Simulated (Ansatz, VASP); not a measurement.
# Two plane-wave programs on Lu

The input INCAR:

```
SYSTEM = Lu
PREC = Accurate
ENCUT = 520
EDIFF = 1E-7
ISMEAR = -1
SIGMA = 0.05
LREAL = .False.
LASPH = .True.
NELM = 60
ALGO = Normal
ISIF = 2
LWAVE = .False.
LCHARG = .False.
GGA = PE
NBANDS = 32
```

File KPOINTS:

```
Automatic mesh
0
Gamma
  9 9 5
  0 0 0
```

POSCAR

```
Lu
1.0
    3.5263000139      0.0000000000      0.0000000000
   -1.7631500069      3.0538653934      0.0000000000
    0.0000000000      0.0000000000      5.5876619985
Lu
2
Direct
    0.6666666667      0.3333333333      0.7500000000
    0.3333333333      0.6666666667      0.2500000000
```

input.yaml

```yaml
crystal:
  lattice:
    - [3.5263000139, 0.0, 0.0]
    - [-1.7631500069, 3.0538653934, 0.0]
    - [0.0, 0.0, 5.5876619985]
  atoms:
    - { symbol: Lu, position: [0.6666666667, 0.3333333333, 0.75] }
    - { symbol: Lu, position: [0.3333333333, 0.6666666667, 0.25] }
hamiltonian:
  xc: pbe
  pseudopotentials: { kind: paw }
kpoints:
  mp_grid: { grid: [9, 9, 5] }
scf:
  occupations: { method: fermi_dirac, width: 0.05 }
output:
  forces: true
  stress: true
  eigenvalues: true
  write_density: true
  write_potential: true
  elf: true
  volumetric_format: npy
```

Change from the starting cell: volume scaled by 1.02.

Alike in both runs: task single point; functional PBE; k mesh 9 × 9 × 5; occupations fermi-dirac, width 0.05 eV; no spin polarisation.

|  | VASP | Ansatz |
| --- | --- | --- |
| version | VASP 6.6.1 | Ansatz 0.2.0 |
| potentials or method | VASP PAW PBE potentials, release 64 (Lu) | Ansatz PAW |
| plane-wave cutoff (eV) | 520 | 420 |
| valence electrons in the cell | 50 | 50 |

```csv
,VASP,Ansatz,Ansatz less VASP
gap on the k mesh at the Fermi level (eV),none,none,-
pressure (GPa),-1.2,-1.4,-0.13
largest component of the traceless stress (GPa),0.59,0.59,+0.004
```

A gap of «none» marks a metal or a gap that the smearing closes. The functional is the same, so the differences come from potentials, cutoffs and numerics.

The runs have no spin-orbit coupling, so splittings on Lu are missing.
